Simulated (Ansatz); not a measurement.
Given:

```xyz
2
Lattice="0.0000 3.0329 3.0329 3.0329 0.0000 3.0329 3.0329 3.0329 0.0000" Properties=species:S:1:pos:R:3 pbc="T T T"
Zn     3.0329     3.0329     3.0329
Te     1.5165     1.5165     1.5165
```

Calculation: PBEsol with spin-orbit coupling, rigid bands (plane waves, PAW; Ansatz, a quantum-chemistry and plane-wave program). Cell: cell and atoms relaxed with PBEsol.

Problem. Predict the hole conductivity mass (n e² τ/σ) at 300 K, by direction if it differs.

Solution. 0.46 mₑ.

Problem. What conductivity effective mass do dilute electrons have at 300 K?

Solution. 0.087 mₑ.

Problem. And the band gap?

Solution. 0.96 eV at this level; semilocal functionals usually fall short of the measured gap.

Rigid bands, one relaxation time for all states, no polarons.
